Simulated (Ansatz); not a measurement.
Level of theory: DFT, PBE, plane waves (420 eV) with PAW, scalar-relativistic in Ansatz 0.2.0.

An element in the hcp structure gives this curve. The cell is scaled uniformly from the relaxed one, with fractional coordinates and shape fixed. Energies are extrapolated to zero smearing, pressures are those at the given smearing. Magnetic state: spin not included.

```
V (Å³/atom)  E − E₀ (meV/atom)  P (GPa)
     31.268               32.5     2.90
     32.689               13.0     1.74
     34.111                2.7     0.79
     35.532                0.0    -0.01
     36.953                3.7    -0.67
     38.375               12.5    -1.22
     39.796               25.8    -1.68
```

Task: Which element is it?
A. lead
B. terbium
C. ytterbium
D. lanthanum

Result: C. Its fit is V₀ = 35.38 Å³/atom, B₀ = 18.0 GPa, B₀′ = 3.7.
